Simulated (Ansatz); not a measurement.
# K2S: a single-point run

The task is a single-point run on K2S. The structure is shown as the input types it.

Program: Ansatz 0.2.0. Level of theory: density functional or hybrid calculation with the settings of its input, plane waves (as first typed). These are calculated values, not measurements.

3 further runs of the same task are left out: 1 for a known fault of the program, 2 that didn't finish.

**1. The starting structure**

The structure is cubic, space group Fm-3m (No. 225). The conventional cell has a = 7.406 Å, b = 7.406 Å, c = 7.406 Å, α = 90.00°, β = 90.00°, γ = 90.00°. S (site symmetry m-3m) is surrounded by 8 K at 3.21 Å. Around K (site symmetry -43m) lie 4 S at 3.21 Å.

Coordinates:

```xyz
3
Lattice="0.0000 3.7028 3.7028 3.7028 0.0000 3.7028 3.7028 3.7028 0.0000" Properties=species:S:1:pos:R:3 pbc="T T T"
S     0.0000    0.0000    0.0000
K     1.8514    1.8514    1.8514
K     5.5541    5.5541    5.5541
```

**2. The calculation**

Contents of input.yaml:

```yaml
crystal:
  lattice:
    - [0.0, 3.7027568507, 3.7027568507]
    - [3.7027568507, 0.0, 3.7027568507]
    - [3.7027568507, 3.7027568507, 0.0]
  atoms:
    - { symbol: S, position: [0.0, 0.0, 0.0] }
    - { symbol: K, position: [0.25, 0.25, 0.25] }
    - { symbol: K, position: [0.75, 0.75, 0.75] }
kpoints:
  mp_grid: { grid: [4, 4, 4] }
hamiltonian:
  xc: pbe
scf:
  occupations: { method: fixed }
  n_extra_bands: 4
  max_iter: 71
output:
  forces: true
  stress: true
  eigenvalues: true
basis:
  ecutwfc: 80
```

Started as:

```
$ ansatz run input.yaml --threads 4 --pin off --max-ram 3686MiB --backend cpu --events-out ev --progress --plain --runs-dir out
```

**Question.** How will this run end, and is anything wrong with its input?

The run converged and reported no error, with warnings (cutoff below recommended). Its log warns: «basis.ecutwfc = 80 eV is below the records' recommended 420 eV ...»

In the input, basis.ecutwfc is 80. The cutoff lies far under what these potentials need. The potentials' recommended cutoff is 420 eV.

The test: delete basis.ecutwfc (the default then holds).
